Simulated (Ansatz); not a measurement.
Relaxing barium (dhcp)

Level of theory: Ansatz 0.2.0, DFT, revPBE, plane waves (420 eV) with PAW, scalar-relativistic. (PAW data from PBE, frozen cores regenerated.)

k-point mesh 8×8×3, Fermi-Dirac smearing 0.1 eV, no spin polarisation. Cell and atoms relax.

Starting structure:

```cif
data_structure
_symmetry_space_group_name_H-M 'P 1'
_symmetry_Int_Tables_number 1
_cell_length_a 4.4545
_cell_length_b 4.4545
_cell_length_c 14.5484
_cell_angle_alpha 90.000
_cell_angle_beta 90.000
_cell_angle_gamma 120.000
_cell_volume 250.00
loop_
_atom_site_label
_atom_site_type_symbol
_atom_site_fract_x
_atom_site_fract_y
_atom_site_fract_z
_atom_site_occupancy
Ba1 Ba 0.00000 0.00000 0.00000 1
Ba2 Ba 0.00000 0.00000 0.50000 1
Ba3 Ba 0.33333 0.66667 0.25000 1
Ba4 Ba 0.66667 0.33333 0.75000 1
```

Question: What cell does the relaxation end in?

Answer: P6_3/mmc with a = 4.580 Å, c = 14.967 Å (c/a = 3.268); 67.98 Å³ per atom against 62.50 at the start (8.8 %).

Question: How much energy does the relaxation gain?

Answer: 12.6 meV per atom.
